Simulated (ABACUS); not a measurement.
Crystal: Se.

```
Se
1.0
     4.36620    0.00000    0.00000
    -2.18310    3.78124    0.00000
     0.00000    0.00000    4.95360
Se
3
Direct
  0.77460 0.77460 0.00000
  0.00000 0.22540 0.66667
  0.22540 0.00000 0.33333
```

Base run:

* Program: ABACUS 3.10.1
* Functional: PBE
* Potentials or basis: PseudoDojo NC SR 0.4.1 PBE standard
* Cutoff: 1184 eV
* Density cutoff: 4735 eV
* Basis: plane waves
* k mesh: 7 × 7 × 6
* Occupations: fermi-dirac, width 0.05 eV
* Spin: no spin polarisation

Its results: band gap on the k mesh 1.20 eV, indirect (least direct gap 1.47 eV); pressure 2.8 GPa; largest force 0.419 eV/Å.

**Question.** The run is repeated on the same cell with these changes: cutoff from 1184 eV to 1361 eV; density cutoff from 4735 eV to 5442 eV; basis from plane waves to DZP LCAO (the cutoffs set its grid). What comes out?

**Answer.** Band gap on the k mesh 1.17 eV, indirect (least direct gap 1.40 eV); pressure 4.6 GPa; largest force 0.996 eV/Å.

Caveats: an odd mesh through Γ misses points on the zone boundary, where band edges often lie; the atomic orbitals were generated for these runs and aren't a published set (some runs); the basis of atomic orbitals isn't converged, which shifts pressures, moduli and gaps (some runs).

Not every run made on this cell is shown here.
